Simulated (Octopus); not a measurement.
# AgBr (Fm-3m) in Octopus: tuning mixing

Aim: find the choice of mixing that runs AgBr fastest, at PBE. This setting moves, with any that are tied to it; all else stays.

Program: Octopus 16.4. These are calculated values, not measurements. Logs are shortened: lines on timing, memory, paths and dates and some standing lists are left out, and cuts for length are marked.

## Step 1: Starting point

The structure is cubic, space group Fm-3m (No. 225). The conventional cell has a = 5.740 Å, b = 5.740 Å, c = 5.740 Å, α = 90.00°, β = 90.00°, γ = 90.00°. Ag (site symmetry m-3m) is surrounded by 6 Br at 2.87 Å. Br (site symmetry m-3m) is surrounded by 6 Ag at 2.87 Å.

## Step 2: With mixing linear density 0.3

The input, inp:

```
CalculationMode = gs
UnitsOutput = eV_Angstrom
PeriodicDimensions = 3
ExperimentalFeatures = yes
PseudopotentialSet = pseudodojo_pbe
%LatticeParameters
 1*angstrom | 1*angstrom | 1*angstrom
%
%LatticeVectors
 0 | 2.87015 | 2.87015
 2.87015 | 0 | 2.87015
 2.87015 | 2.87015 | 0
%
%ReducedCoordinates
 "Ag" | 0 | 0 | 0
 "Br" | 0.5 | 0.5 | 0.5
%
%Spacing
 0.15611558*angstrom | 0.15611558*angstrom | 0.15611558*angstrom
%
DerivativesOrder = 8
%KPointsGrid
 3 | 3 | 3
%
KPointsUseSymmetries = yes
XCFunctional = gga_x_pbe + gga_c_pbe
SmearingFunction = fermi_dirac
Smearing = 0.05*eV
ExtraStates = 8
Eigensolver = chebyshev_filter
ConvRelDens = 1e-6
MaximumIter = 120
MixingScheme = linear
MixField = density
Mixing = 0.3
%Output
 density | cube
 elf | cube
 potential | cube
%
```

Potentials or basis: pseudodojo_pbe (PseudoDojo 0.5, PBE).

Run with:

```console
OMP_NUM_THREADS=4 octopus > out.log
```

out.log:

```text
Running octopus

Version                : 16.4
Optional libraries     :

************************** Calculation Mode **************************
Input: [CalculationMode = gs]
**********************************************************************

Info: Initializing Multi-threaded FFTW
Input: [SpinComponents = unpolarized]

******************************* Space ********************************
Octopus will run in 3 dimension(s).
Octopus will treat the system as periodic in 3 dimension(s).
**********************************************************************

Input: [AllElectronType = no]
Input: [PseudopotentialSet = pseudodojo_pbe]
Reading Coordinates from ReducedCoordinates block

****************************** Species *******************************
  Species 'Ag'
    type             : pseudopotential
    file             : 'Ag.upf'
    file format      : UPF2
    valence charge   : 19.0
    atomic number    :  47
    form on file     : kleinman-bylander
    lmax             : 2
    llocal           : -1
    projectors per l : 2
    total projectors : 6
    application form : kleinman-bylander
    orbitals         : 10
    bound orbitals   : 10

  Species 'Br'
    type             : pseudopotential
    file             : 'Br.upf'
    file format      : UPF2
    valence charge   : 7.0
    atomic number    :  35
    form on file     : kleinman-bylander
    lmax             : 2
    llocal           : -1
    projectors per l : 2
    total projectors : 6
    application form : kleinman-bylander
    orbitals         :  4
    bound orbitals   :  4

**********************************************************************

***************************** Symmetries *****************************
[... 246 lines left out ...]

*********************** SCF CYCLE ITER #    1 ************************
 etot  = -3.07364782E+03 abs_ev   =  6.71E+01 rel_ev   =  1.36E-01
 ediff =        1.13E+02 abs_dens =  6.79E-01 rel_dens =  2.61E-02
Matrix vector products: 100
Converged eigenvectors: 1

#  State  KPoint  Eigenvalue [eV]  Occupation    Error
      1       1      -86.625826    2.000000   ( 8.1E-08)
      1       2      -86.625789    2.000000   ( 1.7E-05)
      1       3      -86.625777    2.000000   ( 1.2E-05)
      1       4      -86.625764    2.000000   ( 1.4E-05)
      2       2      -50.161971    2.000000   ( 4.0E-04)
      2       4      -50.161963    2.000000   ( 7.4E-04)
      2       3      -50.161759    2.000000   ( 3.4E-04)
      3       4      -50.161710    2.000000   ( 2.9E-04)
[... 23 lines left out ...]
     20       2       16.851786    0.000000   ( 1.2E-01)
     19       3       17.512508    0.000000   ( 4.8E-02)
     20       4       19.132910    0.000000   ( 8.3E-02)
     20       3       19.397566    0.000000   ( 6.4E-02)
     21       1       20.292189    0.000000   ( 3.9E-02)
     21       4       20.495697    0.000000   ( 8.1E-02)
     21       3       20.805849    0.000000   ( 9.9E-02)
     21       2       21.219599    0.000000   ( 8.1E-02)

Density of states:

--------------------------------------------------------%-------------
--------------------------------------------------------%-------------
--------------------------------------------------------%-------------
-----------------------%--------------------------------%-------------
-----------------------%--------------------------------%-------------
-----------------------%-------------------------------%%-------------
-----------------------%-------------------------------%%-----%--%----
-----------------------%-------------------------------%%%----%--%----
%----------------------%------------------------------%%%%----%--%--%%
%----------------------%-----------------------%%-----%%%%-%%%%%%%%%%%
                                                         ^

Fermi energy =     3.066906 eV

**********************************************************************

*********************** SCF CYCLE ITER #    2 ************************
 etot  = -4.64697419E+03 abs_ev   =  7.97E+00 rel_ev   =  1.59E-02
 ediff =        5.78E+01 abs_dens =  3.94E-01 rel_dens =  1.52E-02
Matrix vector products: 100
Converged eigenvectors: 0
[... 343 lines left out ...]
*********************** SCF CYCLE ITER #   31 ************************
 etot  = -4.64698208E+03 abs_ev   =  2.45E-05 rel_ev   =  4.88E-08
 ediff =        5.06E-11 abs_dens =  1.81E-05 rel_dens =  6.96E-07
Matrix vector products: 100
Converged eigenvectors: 24

#  State  KPoint  Eigenvalue [eV]  Occupation    Error
      1       1      -87.346046    2.000000   ( 6.3E-08)
      1       2      -87.346011    2.000000   ( 8.0E-08)
      1       3      -87.345999    2.000000   ( 2.5E-08)
      1       4      -87.345987    2.000000   ( 8.0E-08)
      2       2      -50.871003    2.000000   ( 8.8E-08)
      2       4      -50.871002    2.000000   ( 8.8E-08)
      2       3      -50.870806    2.000000   ( 3.3E-08)
      3       4      -50.870760    2.000000   ( 8.8E-08)
[... 23 lines left out ...]
     20       2       14.890816    0.000000   ( 3.1E-07)
     19       4       15.191244    0.000000   ( 2.1E-07)
     19       3       17.070165    0.000000   ( 6.2E-07)
     20       4       18.489532    0.000000   ( 4.0E-06)
     20       3       18.549500    0.000000   ( 7.4E-05)
     21       3       18.549545    0.000000   ( 2.0E-04)
     21       4       19.813491    0.000000   ( 9.7E-04)
     21       2       19.816468    0.000000   ( 2.9E-03)

Density of states:

-----------------------%--------------------------------%-------------
-----------------------%--------------------------------%-------------
-----------------------%--------------------------------%-------------
-----------------------%--------------------------------%-------------
-----------------------%-------------------------------%%%-----%------
-----------------------%-------------------------------%%%-----%------
-----------------------%-------------------------------%%%-----%--%---
%----------------------%-------------------------%-----%%%%-%--%--%-%-
%----------------------%-------------------------%-----%%%%-%-%%%%%-%%
%----------------------%-------------------------%-----%%%%-%-%%%%%%%%
                                                          ^

Fermi energy =     3.050438 eV

**********************************************************************

Info: SCF converged in   31 iterations

** Warning:
**   Some of the states are not fully converged!

Info: Number of matrix-vector products:       3100
Info: Writing output to static/

Info: Finished writing information to 'restart/gs'.

Octopus emitted 36 warnings.
```

It took 40 s on 4 threads of Arm Neoverse N1, host not shared; peak memory 0.16 GiB.

What came out:

| Item | Value |
| --- | --- |
| Free energy | -4646.9821 eV |
| Band gap on the k mesh | 1.03 eV, indirect (least direct gap 2.56 eV) |

## Step 3: With mixing linear potential 0.1

inp: that of step 2 with these lines changed.

```diff
@@ -33,8 +33,3 @@
 MixingScheme = linear
-MixField = density
-Mixing = 0.3
-%Output
- density | cube
- elf | cube
- potential | cube
-%
+MixField = potential
+Mixing = 0.1
```

Potentials or basis: pseudodojo_pbe (PseudoDojo 0.5, PBE).

Run with:

```console
OMP_NUM_THREADS=4 octopus > out.log
```

Wall time 65 s (4 threads of Arm Neoverse N1, host not shared); peak memory 0.15 GiB.

Results:

| Item | Value |
| --- | --- |
| Free energy | -4646.9821 eV |
| Band gap on the k mesh | 1.03 eV, indirect (least direct gap 2.56 eV) |

## Step 4: With mixing diis density 0.3

inp: that of step 3 with these lines changed.

```diff
@@ -32,4 +32,4 @@
 MaximumIter = 120
-MixingScheme = linear
-MixField = potential
-Mixing = 0.1
+MixingScheme = diis
+MixField = density
+Mixing = 0.3
```

Run with:

```console
OMP_NUM_THREADS=4 octopus > out.log
```

It took 30 s on 4 threads of Arm Neoverse N1, host not shared; peak memory 0.16 GiB.

Results:

| Property | Result |
| --- | --- |
| Free energy | -4646.9820 eV |
| Band gap on the k mesh | 1.03 eV, indirect (least direct gap 2.56 eV) |

## Step 5: With mixing linear density 0.6

inp: that of step 4 with these lines changed.

```diff
@@ -32,4 +32,9 @@
 MaximumIter = 120
-MixingScheme = diis
+MixingScheme = linear
 MixField = density
-Mixing = 0.3
+Mixing = 0.6
+%Output
+ density | cube
+ elf | cube
+ potential | cube
+%
```

Run with:

```console
OMP_NUM_THREADS=4 octopus > out.log
```

Wall time 63 s (4 threads of Arm Neoverse N1, host not shared); peak memory 0.16 GiB.

What came out:

```yaml
Free_energy: -4646.9833 eV
Band_gap_on_the_k_mesh: 1.03 eV, indirect (least direct gap 2.56 eV)
```

## Step 6: With mixing linear potential 0.6

inp: that of step 5 with these lines changed.

```diff
@@ -33,3 +33,3 @@
 MixingScheme = linear
-MixField = density
+MixField = potential
 Mixing = 0.6
```

Potentials or basis: pseudodojo_pbe (PseudoDojo 0.5, PBE).

Run with:

```console
OMP_NUM_THREADS=4 octopus > out.log
```

Wall time 64 s (4 threads of Arm Neoverse N1, host not shared); peak memory 0.16 GiB.

Results:

* Free energy: -4646.9821 eV
* Band gap on the k mesh: 1.03 eV, indirect (least direct gap 2.56 eV)

## Step 7: Summary

| mixing | energy less the last converged row (meV/atom) | SCF cycles | wall time (s) | peak memory (GiB) |
| --- | --- | --- | --- | --- |
| linear density 0.3 | -0.01 | 31 | 40 | 0.16 |
| linear potential 0.1 | 0.00 | 50 | 65 | 0.15 |
| diis density 0.3 | 0.06 | 22 | 30 | 0.16 |
| linear density 0.6 | -0.61 | 48 | 63 | 0.16 |
| linear potential 0.6 | 0.00 | 50 | 64 | 0.16 |

Fastest here: diis density 0.3 (30 s); slowest of those that converged: linear potential 0.1 (65 s). These are single runs, one after another on one machine, so differences under about a fifth mean little.

Caveats: all runs use coarse meshes; an odd mesh through Γ misses points on the zone boundary, where band edges often lie.
